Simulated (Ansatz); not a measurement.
Runs of Ansatz 0.2.0 on FePt (Tetraferroplatinum). It takes space group P4/mmm (No. 123, tetragonal). The conventional cell has a = 2.724 Å, b = 2.724 Å, c = 3.720 Å, α = 90.00°, β = 90.00°, γ = 90.00°. Around Pt (site symmetry 4/mmm) lie 8 Fe at 2.68 Å and 4 Pt at 2.72 Å. Around Fe (site symmetry 4/mmm) lie 8 Pt at 2.68 Å and 4 Fe at 2.72 Å. 

| task | level | spin | cell | k mesh | cutoff (eV) | points for each segment of the path | gap on the mesh (eV) | pressure (GPa) | moment (μB) | relaxed volume (Å³/atom) |
| --- | --- | --- | --- | --- | --- | --- | --- | --- | --- | --- |
| band structure | HSE06 | collinear, ferromagnetic start | as given | 5 × 5 × 4 | 420 | 4 | none | 6.8 | 3.90 | - |
| relaxation of cell and atoms | HSE03 | collinear, ferromagnetic start | relaxed | 5 × 5 × 4 | 420 | - | none | 0.0 | 3.90 | 14.22 |
| relaxation of cell and atoms | HSEsol | collinear, ferromagnetic start | relaxed | 5 × 5 × 4 | 420 | - | none | 0.0 | 3.90 | 13.81 |
| single point | HSE06 | non-collinear, ferromagnetic start, SOC | as given | 4 × 4 × 3 | 420 | - | none | (b) | - | - |
| single point | r2SCAN50 | collinear, ferromagnetic start | as given | 5 × 5 × 4 | 500 | - | none | (a) | 3.90 | - |
| relaxation of cell and atoms | HSE06 | collinear, ferromagnetic start | relaxed | 5 × 5 × 4 | 420 | - | none | 0.0 | 3.90 | 14.19 |

Alike in all rows: potentials or basis Ansatz PAW; smearing fermi-dirac 0.05 eV; the mesh is coarse, so values aren't converged.

Q: Fill in the values left out.

A: (a) 3.6; (b) 1.6.

Caveats: all runs use coarse meshes; the magnetic or orbital state may not be the lowest; the PAW data sets come from PBE, with cores solved anew for the run's functional, which leaves a small shift of forces and pressure; the thresholds are loose for stress (some runs); the plane-wave basis is chosen anew once the cell has moved, so the energies of steps on either side of that aren't comparable (some runs); spin-orbit coupling is left out, which moves the levels of the heavy elements (some runs); moments are unreliable in this version under spin-orbit coupling with a hybrid or U, so they aren't listed (some runs).

A k mesh can miss the band edges, and rows without SOC leave out spin-orbit coupling on Pt.

A gap of «none» marks a metal or a gap under the smearing width.
